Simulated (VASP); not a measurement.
# Pt in VASP: further runs

The runs below take Pt through single point, with PBE, PBE+D3(BJ).

Everything below comes from runs of VASP 6.6.1. Logs are shortened: lines on timing, memory, paths and dates and some standing lists are left out, and cuts for length are marked.

## (1) The structure

The cell holds a slab with vacuum, 16 atoms: a = 5.549 Å, b = 5.549 Å, c = 24.797 Å, α = 90.00°, β = 90.00°, γ = 60.00°.

The cell was built by a generator and needn't be a form met in nature.

## (2) Single point, PBE

Input file INCAR:

```
SYSTEM = Pt
PREC = Accurate
ENCUT = 520
EDIFF = 1E-6
ISMEAR = 0
SIGMA = 0.1
LREAL = Auto
LASPH = .True.
NELM = 100
ALGO = Fast
ISIF = 2
LWAVE = .False.
LCHARG = .False.
LDIPOL = .True.
IDIPOL = 3
DIPOL = 0.5 0.5 0.501
GGA = PE
NBANDS = 94
```

Input file KPOINTS:

```
Automatic mesh
0
Gamma
  6 6 1
  0 0 0
```

Input file POSCAR:

```
Pt
1.0
    5.5493740188      0.0000000000      0.0000000000
    2.7746870094      4.8058988753      0.0000000000
    0.0000000000      0.0000000000     24.7965673689
Pt
16
Direct
    0.0000000000      0.0000000000      0.3629534631
    0.5000000000      0.0000000000      0.3629534631
    0.0000000000      0.5000000000      0.3629534631
    0.5000000000      0.5000000000      0.3629534631
    0.1666666667      0.1666666667      0.4543178210
    0.6666666667      0.1666666667      0.4543178210
    0.1666666667      0.6666666667      0.4543178210
    0.6666666667      0.6666666667      0.4543178210
   -0.1666666667      0.3333333333      0.5470768161
    0.3333333333      0.3333333333      0.5470768161
   -0.1666666667      0.8333333333      0.5470768161
    0.3333333333      0.8333333333      0.5470768161
    0.0000000000      0.0000000000      0.6410233784
    0.5000000000      0.0000000000      0.6410233784
    0.0000000000      0.5000000000      0.6410233784
    0.5000000000      0.5000000000      0.6410233784
```

Potentials or basis: VASP PAW PBE potentials, release 64 (Pt).

On the command line:

```console
> cat potpaw_PBE.64/Pt/POTCAR > POTCAR
> mpirun -np 1 vasp_std > vasp.out
```

OUTCAR:

```text
SYSTEM = Pt
   PREC = Accurate
   ENCUT = 520
   EDIFF = 1E-6
   ISMEAR = 0
   LREAL = Auto
   LASPH = .True.
   NELM = 100
   ISIF = 2
   GGA = PE

 ion  position               nearest neighbor table
   1  0.000  0.000  0.363-   7 2.77   6 2.77   5 2.77   3 2.77   3 2.77   4 2.77   4 2.77   2 2.77
                             2 2.77
   2  0.500  0.000  0.363-   8 2.77   5 2.77   6 2.77   4 2.77   3 2.77   4 2.77   3 2.77   1 2.77
                             1 2.77
   3  0.000  0.500  0.363-   5 2.77   8 2.77   7 2.77   1 2.77   1 2.77   2 2.77   2 2.77   4 2.77
                             4 2.77
   4  0.500  0.500  0.363-   6 2.77   7 2.77   8 2.77   2 2.77   1 2.77   2 2.77   1 2.77   3 2.77
                             3 2.77
   5  0.167  0.167  0.454-   3 2.77   2 2.77   1 2.77   7 2.77   7 2.77   8 2.77   8 2.77   6 2.77
                             6 2.77  10 2.80  12 2.80   9 2.80
   6  0.667  0.167  0.454-   4 2.77   1 2.77   2 2.77   8 2.77   7 2.77   8 2.77   7 2.77   5 2.77
                             5 2.77   9 2.80  11 2.80  10 2.80
   7  0.167  0.667  0.454-   1 2.77   4 2.77   3 2.77   5 2.77   5 2.77   6 2.77   6 2.77   8 2.77
                             8 2.77  12 2.80  10 2.80  11 2.80
   8  0.667  0.667  0.454-   2 2.77   3 2.77   4 2.77   6 2.77   5 2.77   6 2.77   5 2.77   7 2.77
                             7 2.77  11 2.80   9 2.80  12 2.80
   9  0.833  0.333  0.547-  11 2.77  11 2.77  12 2.77  12 2.77  10 2.77  10 2.77   6 2.80   8 2.80
[... 22 lines left out ...]
 A1 = (  -2.7746870094,  -4.8058988753,   0.0000000000)
 A2 = (   5.5493740188,   0.0000000000,   0.0000000000)
 A3 = (   0.0000000000,   0.0000000000,  24.7965673689)

Analysis of symmetry for initial positions (statically):
=====================================================================
 Subroutine PRICEL returns following result:

  LATTYP: Found a hexagonal cell.
 ALAT       =     2.7746870094
 C/A-ratio  =     8.9367079188

  Lattice vectors:

 A1 = (  -1.3873435047,  -2.4029494376,   0.0000000000)
 A2 = (   2.7746870094,   0.0000000000,   0.0000000000)
 A3 = (   0.0000000000,   0.0000000000,  24.7965673689)

   4 primitive cells build up your supercell.

 Routine SETGRP: Setting up the symmetry group for a
 hexagonal supercell.

 Subroutine GETGRP returns: Found  6 space group operations
 (whereof  6 operations were pure point group operations)
 out of a pool of 24 trial point group operations.

The static configuration has the point symmetry C_3v.

Analysis of symmetry for dynamics (positions and initial velocities):
=====================================================================
 Subroutine PRICEL returns following result:

  LATTYP: Found a hexagonal cell.
[... 123 lines left out ...]
     AMIX     =   0.40;   BMIX     =  1.00
     AMIX_MAG =   1.60;   BMIX_MAG =  1.00
  volume/ion in A,a.u.               =      41.33       278.92
  Fermi-wavevector in a.u.,A,eV,Ry     =   1.020105  1.927718 14.158408  1.040614
  Thomas-Fermi vector in A             =   2.153656
   LORBIT       =      0    0 simple, 1 ext, 2 COOP (PROOUT), +10 PAW based schemes
   GGA     = PE    functional components
   LHFCALC =     F    Hartree Fock is set to
   AEXX    =    0.0000 exact exchange contribution
   IVDW    =     0    specifies the selected vdW correction
   LEPSILON=     F    determine dielectric tensor
   LRPA    =     F    only Hartree local field effects (RPA)
 non-spin polarized calculation
 RMM-DIIS sequential band-by-band and
 Gauss-broadening in eV      SIGMA  =   0.10
  energy-cutoff  :      520.00
  volume of cell :      661.32
 maximum number of plane-waves:     17895
 NGX is ok and might be reduce to    42
   NGX = 21   NGY = 21   NGZ = 93

 dipolmoment           0.000000      0.000000     -0.003457 electrons x Angstroem

 number of electron     160.0000015 magnetization

 dipolmoment           0.000000      0.000000      0.003980 electrons x Angstroem

 Free energy of the ion-electron system (eV)
  ---------------------------------------------------
  ext. energy  EPLUGINS =         0.00000000
  ---------------------------------------------------
  free energy    TOTEN  =       -93.02868768 eV

  energy without entropy =      -92.90811048  energy(sigma->0) =      -92.96839908

 E-fermi :   0.4136     XC(G=0):  -5.7034

 val. band max:        0.4089793858   @ k =   0.0000   0.0000   0.0000
 cond. band min:       0.4191298398   @ k =   0.1667  -0.0000   0.0000
 fundamental gap:      0.0101504540
 Fermi energy:         0.4136013328

 k-point     1 :       0.0000    0.0000    0.0000
  band No.  band energies     occupation
      1      -9.0520      2.00000
      2      -7.7574      2.00000
      3      -6.6535      2.00000
      4      -6.5436      2.00000
      5      -6.2847      2.00000
      6      -6.2847      2.00000
[... 654 lines left out ...]
     91       3.3039      0.00000
     92       3.3039      0.00000
 [bands above 92 left out]

------------------------ aborting loop because EDIFF is reached ----------------------------------------

 vacuum level on the upper side and lower side of the slab       (xc-potential included)        -0.174        -0.188

  FORCE on cell =-STRESS in cart. coord.  units (eV):
  Direction    XX          YY          ZZ          XY          YZ          ZX
  --------------------------------------------------------------------------------------
  -------------------------------------------------------------------------------------
  Total       -9.0911124     -9.0911124      3.1137279      0.0000000      0.0000000      0.0000000
  in kB      -22.0250762    -22.0250762      7.5436418      0.0000000      0.0000000      0.0000000
  external PRESSURE =     -12.1688369 kB  Pullay stress =       0.0000000 kB

 VOLUME and BASIS-vectors are now :
 -----------------------------------------------------------------------------
  energy-cutoff  :      520.00
  volume of cell :      661.32
      direct lattice vectors                 reciprocal lattice vectors
     5.549374019  0.000000000  0.000000000     0.180200505 -0.104038810  0.000000000
     2.774687009  4.805898875  0.000000000     0.000000000  0.208077620  0.000000000
     0.000000000  0.000000000 24.796567369     0.000000000  0.000000000  0.040328163

 POSITION                                       TOTAL-FORCE (eV/Angst)
 -----------------------------------------------------------------------------------
      0.00000      0.00000      9.00000        -0.000000      0.000000     -0.398715
      2.77469      0.00000      9.00000        -0.000000      0.000000     -0.398715
      1.38734      2.40295      9.00000        -0.000000     -0.000000     -0.398715
      4.16203      2.40295      9.00000        -0.000000      0.000000     -0.398715
      1.38734      0.80098     11.26552         0.000000     -0.000000      0.414623
      4.16203      0.80098     11.26552         0.000000     -0.000000      0.414623
[... 8 lines left out ...]
      1.38734      2.40295     15.89518         0.000000     -0.000000     -0.016240
      4.16203      2.40295     15.89518        -0.000000      0.000000     -0.016240
 -----------------------------------------------------------------------------------
    total drift:                               -0.000000     -0.000000      0.033997

  FREE ENERGIE OF THE ION-ELECTRON SYSTEM (eV)
  ---------------------------------------------------
  free  energy   TOTEN  =       -93.0286876762 eV

  energy  without entropy=      -92.9081104787  energy(sigma->0) =      -92.96839908

 vacuum level on the upper side and lower side of the slab         5.980         5.962
```

OSZICAR:

```text
N       E                     dE             d eps       ncg     rms          rms(c)
DAV:   1     0.111410916685E+04    0.11141E+04   -0.71483E+04  1316   0.146E+03
DAV:   2    -0.160552394070E+02   -0.11302E+04   -0.10485E+04  1578   0.293E+02
DAV:   3    -0.952115844251E+02   -0.79156E+02   -0.70570E+02  1592   0.695E+01
DAV:   4    -0.990664371518E+02   -0.38549E+01   -0.36181E+01  1750   0.142E+01
[... 27 lines left out ...]
RMM:  32    -0.930286764300E+02   -0.82816E-05   -0.44557E-06  1014   0.444E-03    0.873E-03
RMM:  33    -0.930286796416E+02   -0.32116E-05   -0.81399E-07   760   0.216E-03    0.584E-03
RMM:  34    -0.930286836409E+02   -0.39993E-05   -0.51473E-07   725   0.163E-03    0.310E-03
RMM:  35    -0.930286866817E+02   -0.30408E-05   -0.76955E-07   789   0.179E-03    0.477E-03
RMM:  36    -0.930286876762E+02   -0.99445E-06   -0.18403E-07   442   0.105E-03
   1 F= -.93028688E+02 E0= -.92968399E+02  d E =-.120577E+00
```

It took 19 min on 1 thread of Intel Xeon Platinum 8559C (Emerald Rapids), shared host; peak memory 0.83 GiB.

Results:

```
Free energy            : -93.0287 eV
Largest force          : 0.415 eV/Å
Band gap on the k mesh : none (metal or under the smearing width)
```

Forces on the atoms (eV/Å):
```
Pt   0.000  0.000 -0.399
Pt   0.000  0.000 -0.399
Pt   0.000  0.000 -0.399
Pt   0.000  0.000 -0.399
Pt   0.000  0.000  0.415
Pt   0.000  0.000  0.415
Pt   0.000  0.000  0.415
Pt   0.000  0.000  0.415
Pt   0.000  0.000  0.000
Pt   0.000  0.000  0.000
Pt   0.000  0.000  0.000
Pt   0.000  0.000  0.000
Pt   0.000  0.000 -0.016
Pt   0.000  0.000 -0.016
Pt   0.000  0.000 -0.016
Pt   0.000  0.000 -0.016
```

Spin-orbit coupling is left out, which matters for the levels of Pt.

## (3) Single point, PBE+D3(BJ)

Input file INCAR:

```
SYSTEM = Pt
  ALGO = Fast
  DIPOL = 0.5 0.5 0.501
  EDIFF = 1E-6
  ENCUT = 520
  GGA = PE
  IDIPOL = 3
  ISIF = 2
  ISMEAR = 0
  IVDW = 12
  LASPH = .TRUE.
  LCHARG = .FALSE.
  LDIPOL = .TRUE.
  LREAL = Auto
  LWAVE = .FALSE.
  NBANDS = 94
  NELM = 100
  PREC = Accurate
  SIGMA = 0.1
```

Input file KPOINTS:

```
k-points
0
G
  6 6 1
  0 0 0
```

POSCAR is that of step 2.

Potentials or basis: VASP PAW PBE potentials, release 64 (Pt).

On the command line:

```console
> cat potpaw_PBE.64/Pt/POTCAR > POTCAR
> mpirun -np 1 vasp_std > vasp.out
```

OUTCAR:

```text
SYSTEM = Pt
   EDIFF = 1E-6
   ENCUT = 520
   GGA = PE
   ISIF = 2
   ISMEAR = 0
   IVDW = 12
   LASPH = .TRUE.
   LREAL = Auto
   NELM = 100
   PREC = Accurate
 IVDW          = 12

 ion  position               nearest neighbor table
   1  0.000  0.000  0.363-   7 2.77   6 2.77   5 2.77   3 2.77   3 2.77   4 2.77   4 2.77   2 2.77
                             2 2.77
   2  0.500  0.000  0.363-   8 2.77   5 2.77   6 2.77   4 2.77   3 2.77   4 2.77   3 2.77   1 2.77
                             1 2.77
   3  0.000  0.500  0.363-   5 2.77   8 2.77   7 2.77   1 2.77   1 2.77   2 2.77   2 2.77   4 2.77
                             4 2.77
[... 913 lines left out ...]
  external pressure =      -32.85 kB  Pullay stress =        0.00 kB

 VOLUME and BASIS-vectors are now :
 -----------------------------------------------------------------------------
  energy-cutoff  :      520.00
  volume of cell :      661.32
      direct lattice vectors                 reciprocal lattice vectors
     5.549374019  0.000000000  0.000000000     0.180200505 -0.104038810  0.000000000
     2.774687009  4.805898875  0.000000000     0.000000000  0.208077620  0.000000000
     0.000000000  0.000000000 24.796567369     0.000000000  0.000000000  0.040328163

 POSITION                                       TOTAL-FORCE (eV/Angst)
 -----------------------------------------------------------------------------------
      0.00000      0.00000      9.00000         0.000000      0.000000     -0.202465
      2.77469      0.00000      9.00000         0.000000      0.000000     -0.202465
      1.38734      2.40295      9.00000         0.000000      0.000000     -0.202465
      4.16203      2.40295      9.00000         0.000000      0.000000     -0.202465
      1.38734      0.80098     11.26552        -0.000000      0.000000      0.505652
      4.16203      0.80098     11.26552        -0.000000     -0.000000      0.505652
[... 8 lines left out ...]
      1.38734      2.40295     15.89518         0.000000      0.000000     -0.211722
      4.16203      2.40295     15.89518        -0.000000      0.000000     -0.211722
 -----------------------------------------------------------------------------------
    total drift:                               -0.000000     -0.000000      0.033997

  FREE ENERGIE OF THE ION-ELECTRON SYSTEM (eV)
  ---------------------------------------------------
  free  energy   TOTEN  =      -102.1828656125 eV

  energy  without entropy=     -102.0622884106  energy(sigma->0) =     -102.12257701

 vacuum level on the upper side and lower side of the slab         5.980         5.962
```

stdout:

```text
POSCAR found type information on POSCAR Pt
 POSCAR found :  1 types and      16 ions
 scaLAPACK will be used
 LDA part: xc-table for (Slater+PW92), standard interpolation
 POSCAR, INCAR and KPOINTS ok, starting setup
 FFT: planning ... GRIDC
 FFT: planning ... GRID_SOFT
 FFT: planning ... GRID
 WAVECAR not read
 entering main loop
```

It took 13 min on 1 thread of AMD EPYC 9R45 (Zen 5), shared host; peak memory 0.79 GiB.

Results:

```yaml
Free_energy: -102.1829 eV
Largest_force: 0.506 eV/Å
Band_gap_on_the_k_mesh: none (metal or under the smearing width)
Dispersion_energy_per_atom: -0.572 eV
```

Forces in eV/Å, atoms in the order of the input:
```
Pt   0.000  0.000 -0.202
Pt   0.000  0.000 -0.202
Pt   0.000  0.000 -0.202
Pt   0.000  0.000 -0.202
Pt   0.000  0.000  0.506
Pt   0.000  0.000  0.506
Pt   0.000  0.000  0.506
Pt   0.000  0.000  0.506
Pt   0.000  0.000 -0.091
Pt   0.000  0.000 -0.091
Pt   0.000  0.000 -0.091
Pt   0.000  0.000 -0.091
Pt   0.000  0.000 -0.212
Pt   0.000  0.000 -0.212
Pt   0.000  0.000 -0.212
Pt   0.000  0.000 -0.212
```

Levels at points of the mesh, in eV from the Fermi level:
| k point | band 77 | band 78 | band 79 | band 80 | band 81 | band 82 |
| --- | --- | --- | --- | --- | --- | --- |
| (0.00, 0.00, 0.00) | 0.32 | 0.32 | 0.59 | 0.59 | 0.59 | 0.62 |
| (0.50, 0.00, 0.00) | -0.32 | -0.32 | 0.05 | 0.05 | 0.07 | 0.07 |

The run has no spin-orbit coupling, so splittings on Pt are missing.
